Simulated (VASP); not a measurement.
# The (0 0 1) face of Te2Mo: relaxation and electronic structure, part 3 of 5

Aim: model the (0 0 1) face of Te2Mo by a slab and find how far its highest filled level lies below the vacuum. The start is a cell from a database of measured crystal structures.

VASP 6.6.1; PBE, no spin polarisation; plane waves and PAW (Te, Mo).

So far. Step 2 (The bulk reference): Energy at zero smearing: -36.00344 eV. Step 4 (Going on with the relaxation): The run ended after 5 ionic steps, 0.002 eV below its first step, once the forces on the free atoms met EDIFFG = -0.03.

## Step 5: Vacuum level and density of states

A static run writes the electrostatic potential without exchange and correlation (LVHAR), which is flat in the vacuum and gives the level to count from. The dipole correction cancels the field that unlike faces would set up across the vacuum.

Contents of INCAR:

```
SYSTEM = Te2Mo
PREC = Normal
ENCUT = 300
EDIFF = 1E-06
NELM = 120
ISMEAR = 0
SIGMA = 0.05
LREAL = .FALSE.
ALGO = Fast
GGA = PE
NBANDS = 64
LASPH = .TRUE.
LORBIT = 11
LWAVE = .FALSE.
LCHARG = .TRUE.
IDIPOL = 3
LDIPOL = .TRUE.
DIPOL = 0.5 0.5 0.506
LVHAR = .TRUE.
LVACPOTAV = .TRUE.
LELF = .TRUE.
NEDOS = 1500
```

Contents of POSCAR:

```
Te2Mo
1.0
    3.5181997507      0.0000000000      0.0000000000
   -1.7590998754      3.0468503598      0.0000000000
    0.0000000000      0.0000000000     39.5655888000
Te Mo
8 4
Direct
    0.3333333300      0.6666666700      0.1895586600
    0.3333333300      0.6666666700      0.2806779600
    0.6666666700      0.3333333300      0.3661464500
    0.6666666700      0.3333333300      0.4572657500
    0.3333333300      0.6666666700      0.5465668087
    0.3333333300      0.6666666700      0.6383880031
    0.6666666700      0.3333333300      0.7371880170
    0.6666666700      0.3333333300      0.8291656558
    0.6666666700      0.3333333300      0.2351183100
    0.3333333300      0.6666666700      0.4117061000
    0.6666666700      0.3333333300      0.5924838665
    0.3333333300      0.6666666700      0.7832010491
```

Contents of KPOINTS:

```
Automatic mesh
0
Gamma
6 6 1
0 0 0
```

The projector-augmented-wave data sets are Te and Mo (PBE family, release 64).

Command:

```
mpirun -np 2 vasp_std
```

What it wrote:

```text
[banner, memory and clock lines left out]
running    2 mpi-ranks, on    1 nodes
 distrk:  each k-point on    2 cores,    1 groups
 distr:  one band on    1 cores,    2 groups

 POSCAR found type information on POSCAR TeMo
 POSCAR found :  2 types and      12 ions
 LDA part: xc-table for (Slater+PW92), standard interpolation
 POSCAR, INCAR and KPOINTS ok, starting setup
 FFT: planning ... GRIDC
 FFT: planning ... GRID_SOFT
 FFT: planning ... GRID
 WAVECAR not read
 entering main loop
       N       E                     dE             d eps       ncg     rms          rms(c)
DAV:   1     0.259750595929E+03    0.25975E+03   -0.19282E+04   896   0.589E+02
DAV:   2    -0.498159715305E+02   -0.30957E+03   -0.28678E+03  1176   0.144E+02
DAV:   3    -0.739838774587E+02   -0.24168E+02   -0.23623E+02  1104   0.406E+01
DAV:   4    -0.748109933097E+02   -0.82712E+00   -0.82594E+00  1184   0.810E+00
DAV:   5    -0.748295201014E+02   -0.18527E-01   -0.18526E-01  1184   0.137E+00    0.324E+01
RMM:   6    -0.730799876493E+02    0.17495E+01   -0.57431E+00   920   0.580E+00    0.137E+01
RMM:   7    -0.730422802879E+02    0.37707E-01   -0.31121E+00  1017   0.385E+00    0.981E+00
RMM:   8    -0.720841309751E+02    0.95815E+00   -0.17785E+00   969   0.351E+00    0.139E+00
RMM:   9    -0.720697448138E+02    0.14386E-01   -0.13363E-01  1054   0.126E+00    0.438E-01
RMM:  10    -0.720711108824E+02   -0.13661E-02   -0.23160E-02  1104   0.427E-01    0.350E-01
RMM:  11    -0.720708929396E+02    0.21794E-03   -0.41756E-03  1089   0.197E-01    0.199E-01
RMM:  12    -0.720706825596E+02    0.21038E-03   -0.16600E-03  1113   0.106E-01    0.642E-02
RMM:  13    -0.720706579903E+02    0.24569E-04   -0.34536E-04  1132   0.543E-02    0.318E-02
RMM:  14    -0.720706397294E+02    0.18261E-04   -0.87218E-05  1125   0.262E-02    0.178E-02
RMM:  15    -0.720706545335E+02   -0.14804E-04   -0.27162E-05  1177   0.142E-02    0.118E-02
RMM:  16    -0.720706815097E+02   -0.26976E-04   -0.15091E-05  1024   0.870E-03    0.660E-03
RMM:  17    -0.720706949124E+02   -0.13403E-04   -0.86692E-06   994   0.585E-03    0.443E-03
RMM:  18    -0.720707208229E+02   -0.25910E-04   -0.20170E-06   868   0.327E-03    0.283E-03
RMM:  19    -0.720707552500E+02   -0.34427E-04   -0.54394E-06   964   0.352E-03    0.205E-03
RMM:  20    -0.720707724378E+02   -0.17188E-04   -0.41285E-07   693   0.152E-03    0.126E-03
RMM:  21    -0.720708003848E+02   -0.27947E-04   -0.37700E-07   751   0.134E-03    0.994E-04
RMM:  22    -0.720708160442E+02   -0.15659E-04   -0.22963E-07   680   0.112E-03    0.833E-04
RMM:  23    -0.720708216893E+02   -0.56451E-05   -0.11197E-07   554   0.754E-04    0.705E-04
RMM:  24    -0.720708237651E+02   -0.20759E-05   -0.56531E-08   477   0.636E-04    0.204E-04
RMM:  25    -0.720708239905E+02   -0.22538E-06   -0.83776E-09   366   0.507E-04
|                                                                             |
|           W    W    AA    RRRRR   N    N  II  N    N   GGGG   !!!           |
|           W    W   A  A   R    R  NN   N  II  NN   N  G    G  !!!           |
|           W    W  A    A  R    R  N N  N  II  N N  N  G       !!!           |
|           W WW W  AAAAAA  RRRRR   N  N N  II  N  N N  G  GGG   !            |
|           WW  WW  A    A  R   R   N   NN  II  N   NN  G    G                |
|           W    W  A    A  R    R  N    N  II  N    N   GGGG   !!!           |
|                                                                             |
|     Did not find any points to average over, which means that no vacuum     |
|     field-free region was found. Please increase the size of  your cell     |
|     in the dimension of the dipole correction to obtain accurate            |
|     workfunction values.                                                    |
|                                                                             |

   1 F= -.72070824E+02 E0= -.72070824E+02  d E =-.749630E-11
```

Elapsed: 40 s, on 2 MPI ranks of AMD EPYC 9R14 (Zen 4), shared host; peak memory 0.32 GiB; 79 s of CPU time.

From OUTCAR (step 5):

```text
   k-points           NKPTS =      7   k-points in BZ     NKDIM =      7   number of bands    NBANDS=     64

   NELECT =      72.0000    total number of electrons

 dipolmoment           0.000000      0.000000      0.000203 electrons x Angstroem

 E-fermi :   3.6643

 k-point     1 :       0.0000    0.0000    0.0000
  band No.  band energies     occupation
    ...
     32       2.5482      2.00000
     33       2.6114      2.00000
     34       3.0311      2.00000
     35       3.2803      2.00000
     36       3.4494      2.00000
     37       6.4734      0.00000
     38       6.4734      0.00000
     39       6.5199      0.00000
     40       6.5199      0.00000
     41       6.5520      0.00000
    ...

  Total        3.1313179      3.1313179      2.1653658     -0.0000000     -0.0000000     -0.0000000
  in kB       11.8290127     11.8290127      8.1799869     -0.0000000     -0.0000000     -0.0000000
  external PRESSURE =      10.6126708 kB  Pullay stress =       0.0000000 kB

 POSITION                                       TOTAL-FORCE (eV/Angst)
 -----------------------------------------------------------------------------------
     -0.00000      2.03123      7.50000        -0.000000      0.000000     -0.201495
     -0.00000      2.03123     11.10519         0.000000      0.000000      0.132005
      1.75910      1.01562     14.48680         0.000000      0.000000     -0.126454
      1.75910      1.01562     18.09199        -0.000000      0.000000      0.166069
     -0.00000      2.03123     21.62524         0.000000      0.000000      0.023771
     -0.00000      2.03123     25.25820         0.000000      0.000000      0.019747
      1.75910      1.01562     29.16728         0.000000     -0.000000      0.030397
      1.75910      1.01562     32.80643         0.000000      0.000000     -0.020116
      1.75910      1.01562      9.30259        -0.000000     -0.000000     -0.057718
     -0.00000      2.03123     16.28939        -0.000000     -0.000000      0.016455
      1.75910      1.01562     23.44197        -0.000000      0.000000      0.019131
     -0.00000      2.03123     30.98781        -0.000000      0.000000     -0.001791
 -----------------------------------------------------------------------------------
    total drift:                               -0.000000     -0.000000     -0.000967

  FREE ENERGIE OF THE ION-ELECTRON SYSTEM (eV)
  ---------------------------------------------------
  free  energy   TOTEN  =       -72.0708239905 eV

  energy  without entropy=      -72.0708239905  energy(sigma->0) =      -72.07082399

 vacuum level on the upper side and lower side of the slab         8.222         8.219

[... 6 parts as in an earlier step ...]

[... 10 further parts left out ...]
```

Numbers from this step:

```
electronic cycles                                 : 25
Fermi energy                                      : 3.664 eV
dipole moment                                     : 0, 0, 2.03e-4 e·Å
vacuum levels                                     : 8.222, 8.219 eV
ionisation potentials of the upper and lower face : 4.773, 4.770 eV
electron affinities of the upper and lower face   : 3.804, 3.801 eV
gap on the k-mesh                                 : 0.9684 eV
least direct gap on the k-mesh                    : 1.055 eV
```

The density of states has structure finer than the step of the table below, so its rows give means over 0.5 eV, whole bins alone (the curve runs from -12.0 to 8.87 eV). Peaks (eV: height): total -10.80: 20.8, -10.41: 22.5, -1.63: 22.5, 1.72: 29.8; Te s -11.58: 5.36, -10.80: 13.6, -10.41: 15.4; Te p -4.42: 6.64, -2.09: 5.4, -1.63: 7.11, 3.35: 6.18; Te d 5.21: 1.20, 6.22: 1.15, 6.46: 1.83, 7.31: 1.11; Mo s -4.97: 1.18, 4.59: 1.07, 4.82: 1.10, 5.21: 1.50.

Means over bins of 0.078 eV. Table of density of states by energy, zero at the valence-band top; means over each step; values in states/eV/cell:

```tsv
energy (eV)	total	Te s	Te p	Te d	Mo s	Mo p	Mo d
-11.5	7.00	4.28	0.0809	0.00254	0.208	0.165	0.0920
-11.0	9.41	6.10	0.0920	0.00544	0.0829	0.235	0.315
-10.5	10.0	6.78	0.0678	0.00587	0.0381	0.146	0.586
-10.0	0.696	0.489	0.00209	0	0	3.7e-5	0.0581
-9.5	0	0	0	0	0	0	0
-9.0	0	0	0	0	0	0	0
-8.5	0	0	0	0	0	0	0
-8.0	0	0	0	0	0	0	0
-7.5	0	0	0	0	0	0	0
-7.0	0	0	0	0	0	0	0
-6.5	0	0	0	0	0	0	0
-6.0	0.0576	2.5e-4	0.0180	9.8e-5	0.00563	7.1e-4	0.00402
-5.5	1.64	0.0130	0.499	0.00438	0.165	0.0244	0.119
-5.0	7.93	0.108	2.42	0.0384	0.557	0.174	0.898
-4.5	12.5	0.164	3.88	0.0696	0.376	0.277	2.27
-4.0	4.95	0.0860	1.52	0.0358	0.103	0.171	0.843
-3.5	11.0	0.465	3.22	0.0858	0.514	0.322	2.04
-3.0	9.76	0.190	3.05	0.0827	0.0859	0.250	2.63
-2.5	10.9	0.155	2.93	0.127	0.140	0.191	3.97
-2.0	10.7	0.152	3.21	0.112	0.113	0.315	3.27
-1.5	15.9	0.187	4.47	0.152	0.0350	0.374	6.19
-1.0	11.7	0.0919	2.70	0.160	0.0521	0.472	4.68
-0.5	12.9	0.0897	2.92	0.0939	0.0883	0.289	6.26
0.0	1.73	0.00931	0.344	0.00779	0.0104	0.0318	0.908
0.5	0	0	0	0	0	0	0
1.0	4.50	0.0731	0.417	0.0676	0.0543	0.0299	2.80
1.5	16.6	0.115	1.66	0.220	0.191	0.156	11.2
2.0	13.4	0.311	2.24	0.311	0.0946	0.144	6.93
2.5	9.11	0.172	2.05	0.259	0.00902	0.148	4.03
3.0	5.62	0.164	1.52	0.138	0.00884	0.0572	2.11
3.5	11.4	0.171	3.52	0.249	0.0619	0.0659	4.34
4.0	4.50	0.115	0.850	0.198	0.320	0.0417	1.54
4.5	2.74	0.0226	0.107	0.218	0.304	0.0969	0.241
5.0	5.38	0.0279	0.349	0.579	0.785	0.300	0.596
5.5	5.43	0.0967	0.244	0.500	0.455	0.243	0.299
6.0	3.42	0.133	0.0917	0.379	0.168	0.127	0.157
6.5	11.1	0.377	0.471	1.36	0.524	0.544	0.607
7.0	6.92	0.202	0.479	0.787	0.355	0.342	0.371
7.5	7.93	0.180	0.464	0.994	0.267	0.492	0.447
8.0	3.05	0.0662	0.218	0.530	0.0324	0.0916	0.101
8.5	0.463	0.00229	0.0527	0.0932	0.00195	0.0155	0.00974
```

The planar average of the electrostatic potential oscillates, so the rows of the table below give means over windows of 2 Å about each position, cut where the curve ends. Its maxima inside the range that stand out by 2 % of the span (Å: eV): 8.6: -4.00, 10.0: -4.02, 12.8: 3.45, 15.5: -3.96, 17.1: -3.97, 19.9: 3.68, 22.7: -3.87, 24.3: -3.84, 27.2: 4.06, 30.3: -3.81, 31.8: -3.78. Its minima: 7.5: -18.8, 9.3: -6.28, 11.1: -18.8, 14.5: -18.8, 16.2: -6.27, 18.1: -18.7, 21.7: -18.7, 23.4: -6.23, 25.2: -18.7, 29.2: -18.7, 31.0: -6.22, 32.9: -18.7.

Zero at the Fermi level. Table of planar average of the electrostatic potential by height; means over each step:

```tsv
height (Å)	planar average of the electrostatic potential (eV)
0	4.56
2	4.56
4	4.54
6	1.48
8	-11.1
10	-7.97
12	-4.98
14	-8.88
16	-5.74
18	-11.3
20	1.47
22	-11.3
24	-6.93
26	-6.50
28	-1.78
30	-9.53
32	-9.68
34	-1.44
36	4.53
38	4.56
```

Density of states in the PAW spheres, an atom over height of the layer and energy from the Fermi level.

Values in states/eV, 22 rows by 12 columns, each cell a mean:
```
0.00 0.00 0.00 0.00 0.00 0.00 0.00 0.00 0.00 0.00 0.00 0.00
0.00 0.01 0.01 0.01 0.02 0.00 0.00 0.01 0.00 0.00 0.01 0.00
0.14 0.80 0.24 0.23 0.77 0.20 0.26 0.96 0.19 0.21 1.01 0.21
0.37 1.60 0.32 0.34 1.57 0.37 0.34 1.51 0.40 0.36 1.55 0.33
0.45 1.46 0.41 0.40 1.47 0.40 0.37 1.40 0.37 0.39 1.35 0.42
0.39 1.29 0.38 0.39 1.28 0.38 0.42 1.56 0.42 0.45 1.65 0.45
0.58 1.27 0.58 0.57 1.31 0.57 0.55 1.06 0.55 0.54 0.96 0.54
0.47 1.05 0.45 0.49 1.15 0.50 0.51 1.17 0.51 0.49 1.07 0.49
0.40 1.15 0.43 0.40 1.07 0.39 0.41 1.09 0.40 0.44 1.19 0.43
0.45 0.79 0.37 0.42 0.82 0.44 0.40 0.77 0.43 0.37 0.71 0.41
0.52 0.79 0.49 0.46 0.74 0.47 0.50 0.78 0.50 0.58 0.91 0.57
0.36 0.51 0.33 0.33 0.49 0.32 0.31 0.46 0.33 0.28 0.39 0.31
0.20 0.29 0.20 0.24 0.33 0.25 0.22 0.30 0.22 0.23 0.34 0.22
0.55 0.74 0.52 0.50 0.70 0.51 0.55 0.77 0.56 0.54 0.77 0.54
0.32 0.48 0.39 0.38 0.48 0.35 0.39 0.49 0.36 0.41 0.52 0.39
0.16 0.24 0.22 0.22 0.27 0.20 0.14 0.17 0.12 0.07 0.09 0.06
0.06 0.08 0.07 0.08 0.09 0.07 0.06 0.07 0.06 0.05 0.06 0.05
0.00 0.00 0.00 0.00 0.00 0.00 0.00 0.00 0.00 0.00 0.00 0.00
0.00 0.00 0.00 0.00 0.00 0.00 0.00 0.00 0.00 0.00 0.00 0.00
0.00 0.00 0.00 0.00 0.00 0.00 0.00 0.00 0.00 0.00 0.00 0.00
0.00 0.00 0.00 0.00 0.00 0.00 0.00 0.00 0.00 0.00 0.00 0.00
0.00 0.00 0.00 0.00 0.00 0.00 0.00 0.00 0.00 0.00 0.00 0.00
```
Columns: height of the layer (Å) from 7.5 to 32.8 (not evenly spaced); rows upwards: energy from the Fermi level (eV) from -7.9 to 0.5.

Force by atom:

```tsv
atom	x (eV/Å)	y (eV/Å)	z (eV/Å)	size
Te1	0.000	0.000	-0.201	0.201
Te2	0.000	0.000	0.132	0.132
Te3	0.000	0.000	-0.126	0.126
Te4	0.000	0.000	0.166	0.166
Te5	0.000	0.000	0.024	0.024
Te6	0.000	0.000	0.020	0.020
Te7	0.000	0.000	0.030	0.030
Te8	0.000	0.000	-0.020	0.020
Mo9	0.000	0.000	-0.058	0.058
Mo10	0.000	0.000	0.016	0.016
Mo11	0.000	0.000	0.019	0.019
Mo12	0.000	0.000	-0.002	0.002
```

ELF in the ca plane at fractional y = 0.333, with atoms of Te and Mo within 0.2 Å of it. It is the smooth field of the valence electrons, not physical close to the nuclei.

Ten even steps from '0' (0.00) to '9' (0.92), each cell a mean:
```
00000000000000012345664211235665310489988863
00000000000000000112332100023432101799977864
00000000000000000001222000012221002899866764
00000000000000000012332100012321002799867764
00000000000000001234553210124553201599988863
00000000000000124567775322246776521257887742
00000000000000246888876533467788851013444321
00000000000001247888876533467888851001233211
00000000000000135788776422357788741135666532
```
Columns run along c (16.0 Å, from fractional 0.01 to 0.41 of the cell), rows up along a (3.5 Å). Atoms in or near the plane, at fractional coordinates: Te at (0.37, 0.67), Mo at (0.24, 0.67).

Valence density in the ca plane at fractional y = 0.333, with atoms of Te and Mo within 0.2 Å of it. It is the smooth field of the valence electrons, not physical close to the nuclei.

Ten even steps from '0' (-0.3 e/Å³) to '9' (1.2 e/Å³), each cell a mean:
```
11111111111111112223334454433332222234555433
11111111111111112222334677543322222345335533
11111111111111111222235799643222222354003543
11111111111111111222335798643222222354114543
11111111111111112223334566543322222245545433
11111111111111112233433333334333222223444433
11111111111111122334443333334443222222333333
11111111111111122344443323334443222222223333
11111111111111122234443333334443222223333333
```
Columns run along c (16.0 Å, from fractional 0.01 to 0.41 of the cell), rows up along a (3.5 Å). Atoms in or near the plane, at fractional coordinates: Te at (0.37, 0.67), Mo at (0.24, 0.67).

Electrostatic potential energy in the ca plane at fractional y = 0.333, with atoms of Te and Mo within 0.2 Å of it. With pseudopotentials it is smooth inside the atoms' cores, unlike the true potential.

Ten even steps from '0' (-53 eV) to '9' (8 eV), each cell a mean:
```
99999999999999999999988777789999999987446899
99999999999999999999987655689999999961001689
99999999999999999999986544579999999840000489
99999999999999999999987544679999999950000489
99999999999999999999987666789999999984003789
99999999999999999988888888888889999998778888
99999999999999999987789999988778999999999988
99999999999999999887789999988778999999999987
99999999999999999988889888988888999999888988
```
Columns run along c (16.0 Å, from fractional 0.01 to 0.41 of the cell; values clipped at the 3rd and 97th percentile), rows up along a (3.5 Å). Atoms in or near the plane, at fractional coordinates: Te at (0.37, 0.67), Mo at (0.24, 0.67).

The density of states holds every band computed, so its fall toward the upper end of the range is no gap.

The map of layer states is cut here 0.5 eV above the Fermi level, so it leaves out the states above that.

The vacuum level lies 4.77 eV above the highest filled level at the upper face; both faces agree, as the slab has next to no dipole.

The program found no field-free point at its default tolerance, but its printed level agrees with the flat part of the planar average.

(Part 3 of 5 ends here.)

[Lines on the potential files, build, host, timing and source positions are cut from VASP's logs without a mark.]

[Logs are printed without paths, hosts, clocks, repeated set-up lines and the standing remarks that a program may print on its own settings, such as how far it seeks lower states.]

[Hosts, paths, dates, database ids (printed as entryN), source tags and the programs' standing remarks are cut or masked in the printed files.]

[In band tables of VASP the shares of atoms and orbitals are scaled to a sum of 1 inside the atoms' spheres.]

[Runs that stopped without an error message from VASP are left out.]
